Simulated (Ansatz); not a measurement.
# Si: the cost of one run

Method: DFT PBEsol, plane waves, PAW, scalar-relativistic, no spin polarisation, in Ansatz 0.2.0.

### 1 Starting point

The cell holds 17 atoms (Si17): a = 7.679 Å, b = 7.679 Å, c = 7.679 Å, α = 60.00°, β = 60.00°, γ = 60.00°.

The coordinates stand in the first input below.

### 2 Relaxing end A

input.yaml reads:

```yaml
crystal:
  lattice:
    - [0.0, 5.43, 5.43]
    - [5.43, 0.0, 5.43]
    - [5.43, 5.43, 0.0]
  atoms:
    - { symbol: Si, position: [0.0, 0.0, 0.0] }
    - { symbol: Si, position: [0.125, 0.125, 0.125] }
    - { symbol: Si, position: [0.0, 0.0, 0.5] }
    - { symbol: Si, position: [0.125, 0.125, 0.625] }
    - { symbol: Si, position: [0.0, 0.5, 0.0] }
    - { symbol: Si, position: [0.125, 0.625, 0.125] }
    - { symbol: Si, position: [0.0, 0.5, 0.5] }
    - { symbol: Si, position: [0.125, 0.625, 0.625] }
    - { symbol: Si, position: [0.5, 0.0, 0.0] }
    - { symbol: Si, position: [0.625, 0.125, 0.125] }
    - { symbol: Si, position: [0.5, 0.0, 0.5] }
    - { symbol: Si, position: [0.625, 0.125, 0.625] }
    - { symbol: Si, position: [0.5, 0.5, 0.0] }
    - { symbol: Si, position: [0.625, 0.625, 0.125] }
    - { symbol: Si, position: [0.5, 0.5, 0.5] }
    - { symbol: Si, position: [0.625, 0.625, 0.625] }
    - { symbol: Si, position: [0.2465777, 0.2599156, 0.7393583] }
basis:
  ecutwfc: 420.0
kpoints:
  mp_grid: { grid: [2, 2, 2] }
hamiltonian:
  xc: pbesol
scf:
  occupations: { method: fermi_dirac, width: 0.02 }
  lower_state_search: "off"
relax:
  f_tol: 0.03
  max_steps: 60
  adjacent_minimum: "off"
```

Command:

```
> ansatz run input.yaml --threads 1 --pin off --max-ram 3072MiB --backend cpu --events-out ev --progress --plain --runs-dir out
```

Q: Estimate wall time and peak memory on 1 thread of an Arm CPU, shared host.

About 16 s, with a peak of 0.5 GiB.
